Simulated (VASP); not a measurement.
# BaTiO3: O into a neighbouring O vacancy

How hard is this move in BaTiO3: O into a neighbouring O vacancy? Both ends are relaxed first, then a band of images between them. The start is a cell from a database of measured crystal structures.

Program: VASP 6.6.1. Level of theory: PBEsol, no spin polarisation; plane waves and PAW (Ba_sv, Ti, O). Results are calculated unless marked as measured.

## (1) The host crystal

Symmetry: Pm-3m, No. 221, cubic system. Conventional cell: a = 4.006 Å, b = 4.006 Å, c = 4.006 Å, α = 90.00°, β = 90.00°, γ = 90.00°. Nearest to Ba lie 12 O at 2.83 Å. Nearest to Ti lie 6 O at 2.00 Å. Nearest to O lie 2 Ti at 2.00 Å and 4 Ba at 2.83 Å. Farther neighbours and most contacts between anions are not listed.

Coordinates:

```cif
data_structure
_symmetry_space_group_name_H-M 'P 1'
_symmetry_Int_Tables_number 1
_cell_length_a 4.0060
_cell_length_b 4.0060
_cell_length_c 4.0060
_cell_angle_alpha 90.000
_cell_angle_beta 90.000
_cell_angle_gamma 90.000
_cell_volume 64.29
loop_
_atom_site_label
_atom_site_type_symbol
_atom_site_fract_x
_atom_site_fract_y
_atom_site_fract_z
_atom_site_occupancy
Ba1 Ba 0.50000 0.50000 0.50000 1
Ti2 Ti 0.00000 0.00000 0.00000 1
O3 O 0.00000 0.00000 0.50000 1
O4 O 0.00000 0.50000 0.00000 1
O5 O 0.50000 0.00000 0.00000 1
```

## (2) Relax the host

The later steps need the crystal at this functional's own lattice; a raised cutoff keeps the stress reliable while the cell changes.

INCAR reads:

```
SYSTEM = BaTiO3
PREC = Accurate
ENCUT = 520
EDIFF = 1E-06
NELM = 120
ISMEAR = 0
SIGMA = 0.1
LREAL = .FALSE.
ALGO = Normal
GGA = PS
NBANDS = 22
LASPH = .TRUE.
LORBIT = 11
LWAVE = .FALSE.
LCHARG = .FALSE.
KPAR = 6
IBRION = 2
NSW = 40
ISIF = 3
EDIFFG = -0.02
POTIM = 0.4
```

POSCAR reads:

```
BaTiO3
1.0
    4.0060000000      0.0000000000      0.0000000000
    0.0000000000      4.0060000000      0.0000000000
    0.0000000000      0.0000000000      4.0060000000
Ba Ti O
1 1 3
Direct
    0.5000000000      0.5000000000      0.5000000000
    0.0000000000      0.0000000000      0.0000000000
    0.0000000000      0.0000000000      0.5000000000
    0.0000000000      0.5000000000      0.0000000000
    0.5000000000      0.0000000000      0.0000000000
```

KPOINTS reads:

```
Automatic mesh
0
Gamma
5 5 5
0 0 0
```

Potentials, in the order of the species: Ba_sv, Ti and O (PBE family, release 64).

Command:

```
mpirun -np 6 vasp_std
```

The program printed:

```text
[banner, memory and clock lines left out]
running    6 mpi-ranks, on    1 nodes
 distrk:  each k-point on    1 cores,    6 groups
 distr:  one band on    1 cores,    1 groups

 POSCAR found type information on POSCAR BaTiO
 POSCAR found :  3 types and       5 ions
|                                                                             |
|           W    W    AA    RRRRR   N    N  II  N    N   GGGG   !!!           |
|           W    W   A  A   R    R  NN   N  II  NN   N  G    G  !!!           |
|           W    W  A    A  R    R  N N  N  II  N N  N  G       !!!           |
|           W WW W  AAAAAA  RRRRR   N  N N  II  N  N N  G  GGG   !            |
|           WW  WW  A    A  R   R   N   NN  II  N   NN  G    G                |
|           W    W  A    A  R    R  N    N  II  N    N   GGGG   !!!           |
|                                                                             |
|     For optimal performance we recommend to set                             |
|       NCORE = 2 up to number-of-cores-per-socket                            |
|     NCORE specifies how many cores store one orbital (NPAR=cpu/NCORE).      |
|     This setting can greatly improve the performance of VASP for DFT.       |
|     The default, NCORE=1 might be grossly inefficient on modern             |
|     multi-core architectures or massively parallel machines. Do your        |
|     Unfortunately you need to use the default for GW and RPA                |
|     calculations (for HF NCORE is supported but not extensively tested      |
|     yet).                                                                   |
|                                                                             |

|                                                                             |
|               ----> ADVICE to this user running VASP <----                  |
|                                                                             |
|     You enforced a specific xc type in the INCAR file but a different       |
|     [... a line on the potential file left out ...]
|     I HOPE YOU KNOW WHAT YOU ARE DOING!                                     |
|                                                                             |

 LDA part: xc-table for (Slater+PW92), standard interpolation
 POSCAR, INCAR and KPOINTS ok, starting setup
 FFT: planning ... GRIDC
 FFT: planning ... GRID_SOFT
 FFT: planning ... GRID
 WAVECAR not read
 entering main loop
       N       E                     dE             d eps       ncg     rms          rms(c)
DAV:   1     0.292285177929E+03    0.29229E+03   -0.15272E+04   440   0.141E+03
DAV:   2    -0.271133022927E+02   -0.31940E+03   -0.30570E+03   610   0.331E+02
DAV:   3    -0.512438845945E+02   -0.24131E+02   -0.23957E+02   578   0.110E+02
DAV:   4    -0.521608675659E+02   -0.91698E+00   -0.91605E+00   646   0.179E+01
DAV:   5    -0.521730430457E+02   -0.12175E-01   -0.12170E-01   554   0.197E+00    0.286E+01
DAV:   6    -0.419121649412E+02    0.10261E+02   -0.50872E+01   564   0.455E+01    0.104E+01
DAV:   7    -0.419467864936E+02   -0.34622E-01   -0.83382E+00   548   0.207E+01    0.918E+00
DAV:   8    -0.416312770642E+02    0.31551E+00   -0.84544E-01   570   0.921E+00    0.234E+00
DAV:   9    -0.416203448886E+02    0.10932E-01   -0.13749E-01   526   0.239E+00    0.415E-01
DAV:  10    -0.416164192169E+02    0.39257E-02   -0.25441E-02   518   0.971E-01    0.672E-01
DAV:  11    -0.416134700586E+02    0.29492E-02   -0.46747E-03   530   0.100E+00    0.791E-02
DAV:  12    -0.416136065980E+02   -0.13654E-03   -0.61730E-04   552   0.152E-01    0.766E-02
DAV:  13    -0.416134813095E+02    0.12529E-03   -0.29295E-04   542   0.136E-01    0.208E-02
DAV:  14    -0.416134761912E+02    0.51182E-05   -0.45228E-05   616   0.605E-02    0.115E-02
DAV:  15    -0.416134758505E+02    0.34074E-06   -0.31761E-06   428   0.121E-02
   1 F= -.41613476E+02 E0= -.41613476E+02  d E =-.416135E+02
 curvature:   0.00 expect dE= 0.000E+00 dE for cont linesearch  0.000E+00
 trial: gam= 0.00000 g(F)=  0.000E+00 g(S)=  0.155E-01 ort = 0.000E+00 (trialstep = 0.100E+01)
 search vector abs. value=  0.155E-01
 bond charge predicted
       N       E                     dE             d eps       ncg     rms          rms(c)
DAV:   1    -0.416893740806E+02   -0.75898E-01   -0.17024E+00   452   0.976E+00    0.224E+00
DAV:   2    -0.416453543616E+02    0.44020E-01   -0.35452E-01   628   0.583E+00    0.181E+00
DAV:   3    -0.416183383066E+02    0.27016E-01   -0.60924E-02   592   0.282E+00    0.481E-01
DAV:   4    -0.416157262366E+02    0.26121E-02   -0.92991E-03   570   0.574E-01    0.147E-01
DAV:   5    -0.416157536057E+02   -0.27369E-04   -0.94189E-04   672   0.163E-01    0.642E-02
DAV:   6    -0.416158312544E+02   -0.77649E-04   -0.80743E-05   542   0.645E-02    0.192E-02
DAV:   7    -0.416158330386E+02   -0.17842E-05   -0.20190E-05   616   0.289E-02    0.324E-03
DAV:   8    -0.416158333476E+02   -0.30891E-06   -0.73606E-07   262   0.624E-03
   2 F= -.41615833E+02 E0= -.41615833E+02  d E =-.235750E-02
 trial-energy change:   -0.002357  1 .order   -0.002243   -0.015496    0.011011
 step:   0.5909(harm=  0.5846)  dis= 0.00000  next Energy=   -41.618078 (dE=-0.460E-02)
 bond charge predicted
       N       E                     dE             d eps       ncg     rms          rms(c)
DAV:   1    -0.416303908396E+02   -0.14558E-01   -0.28363E-01   452   0.397E+00    0.915E-01
DAV:   2    -0.416230212605E+02    0.73696E-02   -0.59304E-02   620   0.234E+00    0.760E-01
DAV:   3    -0.416185373987E+02    0.44839E-02   -0.11005E-02   586   0.123E+00    0.196E-01
DAV:   4    -0.416180607226E+02    0.47668E-03   -0.15600E-03   540   0.247E-01    0.749E-02
DAV:   5    -0.416180594875E+02    0.12351E-05   -0.21171E-04   684   0.759E-02    0.227E-02
DAV:   6    -0.416180642263E+02   -0.47388E-05   -0.16496E-05   518   0.264E-02    0.136E-02
DAV:   7    -0.416180628543E+02    0.13720E-05   -0.47665E-06   468   0.132E-02    0.361E-03
DAV:   8    -0.416180624798E+02    0.37443E-06   -0.21360E-07   226   0.367E-03
   3 F= -.41618062E+02 E0= -.41618062E+02  d E =-.458663E-02
 curvature:  -0.29 expect dE=-0.348E-07 dE for cont linesearch -0.348E-07
 trial: gam= 0.00000 g(F)=  0.121E-62 g(S)=  0.119E-06 ort =-0.429E-04 (trialstep = 0.918E+00)
 search vector abs. value=  0.119E-06
 reached required accuracy - stopping structural energy minimisation
```

Elapsed: 7 s, on 6 MPI ranks of Intel Xeon 6975P-C (Granite Rapids), shared host; peak memory 1.1 GiB; 39 s of CPU time.

The logs omit lines about the potential files and the build; timing stands in the text.

OUTCAR, selected parts (step 2):

```text
ion  position               nearest neighbor table
   1  0.500  0.500  0.500-   3 2.83   4 2.83   5 2.83   4 2.83   5 2.83   3 2.83   5 2.83   5 2.83
                             3 2.83   4 2.83   4 2.83   3 2.83   2 3.47   2 3.47   2 3.47   2 3.47
   2  0.000  0.000  0.000-   3 2.00   4 2.00   5 2.00   3 2.00   4 2.00   5 2.00   1 3.47   1 3.47
                             1 3.47   1 3.47   1 3.47   1 3.47   1 3.47   1 3.47
   3  0.000  0.000  0.500-   2 2.00   2 2.00   1 2.83   1 2.83   1 2.83   1 2.83
   4  0.000  0.500  0.000-   2 2.00   2 2.00   1 2.83   1 2.83   1 2.83   1 2.83
   5  0.500  0.000  0.000-   2 2.00   2 2.00   1 2.83   1 2.83   1 2.83   1 2.83

  LATTYP: Found a simple cubic cell.
 ALAT       =     4.0060000000

 Subroutine GETGRP returns: Found 48 space group operations
 (whereof 48 operations were pure point group operations)

The static configuration has the point symmetry O_h .

 Found     10 irreducible k-points:

   k-points           NKPTS =     10   k-points in BZ     NKDIM =     10   number of bands    NBANDS=     22

   dimension x,y,z NGX =    30 NGY =   30 NGZ =   30
   dimension x,y,z NGXF=    60 NGYF=   60 NGZF=   60

   ENCUT  =  520.0 eV  38.22 Ry    6.18 a.u.   7.45  7.45  7.45*2*pi/ulx,y,z

   NELECT =      32.0000    total number of electrons

 k-points in reciprocal lattice and weights: Automatic mesh
   0.00000000  0.00000000  0.00000000       0.008
   0.20000000  0.00000000  0.00000000       0.048
   0.40000000  0.00000000  0.00000000       0.048
   0.20000000  0.20000000  0.00000000       0.096
   0.40000000  0.20000000  0.00000000       0.192
   0.40000000  0.40000000  0.00000000       0.096
   0.20000000  0.20000000  0.20000000       0.064
   0.40000000  0.20000000  0.20000000       0.192
   0.40000000  0.40000000  0.20000000       0.192
   0.40000000  0.40000000  0.40000000       0.064

 average (electrostatic) potential at core
       1 -34.1083       2 -26.9609       3 -71.1052       4 -71.1052       5 -71.1052

 E-fermi :   2.6791

 k-point     1 :       0.0000    0.0000    0.0000
  band No.  band energies     occupation
    ...
     12       1.1983      2.00000
     13       1.1983      2.00000
     14       2.2073      2.00000
     15       2.2073      2.00000
     16       2.2073      2.00000
     17       3.8958      0.00000
     18       3.8958      0.00000
     19       3.8958      0.00000
     20       6.0986      0.00000
     21       6.0986      0.00000
    ...

 k-point     2 :       0.2000    0.0000    0.0000
  band No.  band energies     occupation
    ...
     12       0.7974      2.00000
     13       0.8580      2.00000
     14       1.3485      2.00000
     15       1.9498      2.00000
     16       1.9498      2.00000
     17       3.9494      0.00000
     18       4.6291      0.00000
     19       4.6291      0.00000
     20       6.1021      0.00000
     21       7.0148      0.00000
    ...

 k-point     3 :       0.4000    0.0000    0.0000
  band No.  band energies     occupation
    ...
     12       0.4405      2.00000
     13       0.4586      2.00000
     14       0.4586      2.00000
     15       1.6577      2.00000
     16       1.6577      2.00000
     17       4.0398      0.00000
     18       5.5495      0.00000
     19       5.5495      0.00000
     20       6.1062      0.00000
     21       8.0130      0.00000
    ...

  Total        0.0022670      0.0022670      0.0022670      0.0000000      0.0000000      0.0000000
  in kB        0.0571358      0.0571358      0.0571358      0.0000000      0.0000000      0.0000000
  external PRESSURE =       0.0571358 kB  Pullay stress =       0.0000000 kB

  energy-cutoff  :      520.00
  volume of cell :       63.57
      direct lattice vectors                 reciprocal lattice vectors
     3.991053289 -0.000000000 -0.000000000     0.250560423 -0.000000000 -0.000000000
     0.000000000  3.991053289 -0.000000000     0.000000000  0.250560423 -0.000000000
     0.000000000  0.000000000  3.991053289     0.000000000  0.000000000  0.250560423

 POSITION                                       TOTAL-FORCE (eV/Angst)
 -----------------------------------------------------------------------------------
      1.99553      1.99553      1.99553        -0.000000     -0.000000     -0.000000
      0.00000      0.00000      0.00000         0.000000     -0.000000     -0.000000
      0.00000      0.00000      1.99553         0.000000      0.000000     -0.000000
      0.00000      1.99553     -0.00000         0.000000      0.000000     -0.000000
      1.99553     -0.00000     -0.00000         0.000000      0.000000      0.000000
 -----------------------------------------------------------------------------------
    total drift:                                0.000000     -0.000000      0.000000

  FREE ENERGIE OF THE ION-ELECTRON SYSTEM (eV)
  ---------------------------------------------------
  free  energy   TOTEN  =       -41.6180624798 eV

  energy  without entropy=      -41.6180624798  energy(sigma->0) =      -41.61806248

 reached required accuracy - stopping structural energy minimisation

 total charge
# of ion       s       p       d       tot
------------------------------------------
    1        2.003   5.635   0.341   7.979
    2        0.538   1.023   2.563   4.124
    3        1.561   3.438   0.000   4.999
    4        1.561   3.438   0.000   4.999
    5        1.561   3.438   0.000   4.999
--------------------------------------------------
tot          7.224  16.973   2.904  27.100

[... 3 further parts left out ...]
```

This run has no spin polarisation, although Ti can carry a moment. The gap is read on the k-mesh alone, so it is an upper bound where the band edges lie off the mesh. Harder data sets than Ba_sv exist (the GW ones), and pressures, volumes and forces can shift noticeably with them. The PAW data sets were made with PBE, which is usual practice but a small mismatch for other functionals. The data set Ti keeps the semicore shell frozen, which is cheaper and a little less accurate. The run keeps the 48 symmetry operations of its start, so it cannot find a distortion of lower symmetry.

Step by step:

| step | energy less that of the first step (eV) | largest force (eV/Å) | pressure (GPa) | volume (Å³) |
| --- | --- | --- | --- | --- |
| 1 | 0.0000 | 0.0000 | -2.04 | 64.29 |
| 2 | -0.0024 | 0.0000 | 1.48 | 63.08 |
| 3 | -0.0046 | 0.0000 | 0.01 | 63.57 |

| conventional cell, symmetrised | before | after | change |
| --- | --- | --- | --- |
| a (Å) | 4.006 | 3.991 | -0.4 % |
| b (Å) | 4.006 | 3.991 | -0.4 % |
| c (Å) | 4.006 | 3.991 | -0.4 % |
| volume (Å³/atom) | 12.86 | 12.71 | -1.1 % |

The relaxed structure:

```
Ba Ti O
1.0
     3.99105    0.00000    0.00000
     0.00000    3.99105    0.00000
     0.00000    0.00000    3.99105
Ba Ti O
1 1 3
Cartesian
  1.9955 1.9955 1.9955
  0.0000 0.0000 0.0000
  0.0000 0.0000 1.9955
  0.0000 1.9955 0.0000
  1.9955 0.0000 0.0000
```

A gap read on the k-mesh alone can miss the band edges.

Numbers from this step:

| Quantity | Value |
| --- | --- |
| electronic cycles | 31 |
| electrons | 32 |
| free energy (TOTEN) | -41.62 eV |
| Fermi energy | 2.679 eV |
| metallic | no |
| gap on the k-mesh | 1.688 eV |
| least direct gap on the k-mesh | 1.688 eV |

The run ended after 3 ionic steps, 0.005 eV below its first step, once forces and stress met EDIFFG = -0.02.

(Continued in part 2 of 7.)

[Lines on the potential files, build, host, timing and source positions are cut from VASP's logs without a mark.]

[Logs are printed without paths, hosts, clocks, repeated set-up lines and the standing remarks that a program may print on its own settings, such as how far it seeks lower states.]

[Hosts, paths, dates, database ids (printed as entryN), source tags and the programs' standing remarks are cut or masked in the printed files.]

[Runs that stopped without an error message from VASP are left out.]
